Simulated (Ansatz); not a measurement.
Here is an Ansatz 0.2.0 calculation.

File input.yaml:

```yaml
crystal:
  lattice:
    - [0.0, 2.8338, 2.8338]
    - [2.8338, 0.0, 2.8338]
    - [2.8338, 2.8338, 0.0]
  atoms:
    - { symbol: Se, position: [0.75, 0.75, 0.75] }
    - { symbol: Zn, position: [0.0, 0.0, 0.0] }
hamiltonian:
  xc: pbe
  pseudopotentials: { kind: paw }
kpoints:
  mp_grid: { grid: [8, 8, 8] }
scf:
  occupations: { method: gaussian, width: 0.022 }
output:
  forces: true
  stress: true
  eigenvalues: true
  write_density: true
  write_potential: true
  elf: true
  volumetric_format: npy
```

Potentials or basis: Ansatz PAW.

Launch:

```console
$ ansatz run input.yaml --threads 2 --pin off --max-ram 5632MiB --backend cpu --events-out ev --progress --plain --runs-dir out
```

Q: What does it give for the pressure?

A: 2.1 GPa.

Q: What does it give for the band gap on the k mesh?

A: 1.29 eV, direct.

**The experiment to reproduce.**

From “Alloy Disordering Effects on the Thermal Conductivity and Energy Gap Temperature Dependence of Cd1−xZnxSe Ternary Crystals Grown by the Bridgman Method”, 2023, pmc:10253836, for a bulk crystal of ZnSe at 300 K: band gap 2.695 ± 0.003 eV (an exciton energy, a little under the gap).

Against the measured gap of ZnSe, 2.695 eV (an exciton energy, a little under the gap; 300 K; “Alloy Disordering Effects on the Thermal Conductivity and Energy Gap Temperature Dependence of Cd1−xZnxSe Ternary Crystals Grown by the Bridgman Method”, 2023, pmc:10253836), the calculated 1.29 eV is off by -1.41 eV. So large a miss can be the level of theory's own, or it may mean another phase, state or a wrong row. Spin-orbit coupling on Se is left out. The value is that of PBE, without temperature or zero-point motion. Semilocal functionals fall short of measured gaps as a rule.
